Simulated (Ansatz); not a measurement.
# CsI: course of a relaxation

Level of theory: Ansatz, DFT PBE, scalar-relativistic, plane waves, PAW. (420 eV cutoff, 6×6×6 k-mesh, Gaussian smearing of 0.02 eV, no spin polarisation)

What was changed in CsBr: Br → I on all its sites, cell and atoms relaxed.

Command:

```bash
ansatz run input.yaml --threads 1 --pin off --max-ram 2560MiB --backend cpu --events-out ev --progress --plain --runs-dir out
```

Input:

```yaml
crystal:
  lattice:
    - [4.5468257108, 0.0, 0.0]
    - [0.0, 4.5468257108, 0.0]
    - [0.0, 0.0, 4.5468257108]
  atoms:
    - { symbol: Cs, position: [0.0, 0.0, 0.0] }
    - { symbol: I, position: [0.5, 0.5, 0.5] }
basis:
  ecutwfc: 420
kpoints:
  mp_grid: { grid: [6, 6, 6] }
hamiltonian:
  xc: pbe
scf:
  occupations: { method: gaussian, width: 0.02 }
output:
  forces: true
  stress: true
  eigenvalues: true
  write_density: true
  write_potential: true
  elf: true
  volumetric_format: npy
relax:
  adjacent_minimum: "off"
  f_tol: 0.01
  max_steps: 60
  cell: { stress_tol: 0.1 }
```

F is the free energy. Steps run on the plane waves of an earlier cell, but the last one, and at times one on the way, on a freshly chosen basis, so a repeated geometry can differ a little in energy.

Steps:

```tsv
step	F − F(1) (eV)	largest force component (eV/Å)	V (Å³/atom)	P (GPa)
1	0.0000	0.000	47.000	0.94
2	-0.0117	0.000	48.248	0.58
3	-0.0202	0.000	50.449	0.07
4	-0.0204	0.000	50.449	0.07
```

Relaxed structure:

```xyz
2
Lattice="4.6554 0.0000 0.0000 0.0000 4.6554 0.0000 0.0000 0.0000 4.6554" Properties=species:S:1:pos:R:3 pbc="T T T"
Cs    0.0000    0.0000    0.0000
I     2.3277    2.3277    2.3277
```

It takes space group Pm-3m (No. 221, cubic). Conventional cell: a = 4.655 Å, b = 4.655 Å, c = 4.655 Å, α = 90.00°, β = 90.00°, γ = 90.00°. Around Cs (site symmetry m-3m) lie 8 I at 4.03 Å. I (site symmetry m-3m) has 8 Cs at 4.03 Å as nearest neighbours.

The run converged. Time: 5 s on 1 thread of Intel(R) Xeon(R) 6975P-C (Granite Rapids) (shared host), peak memory 0.41 GiB.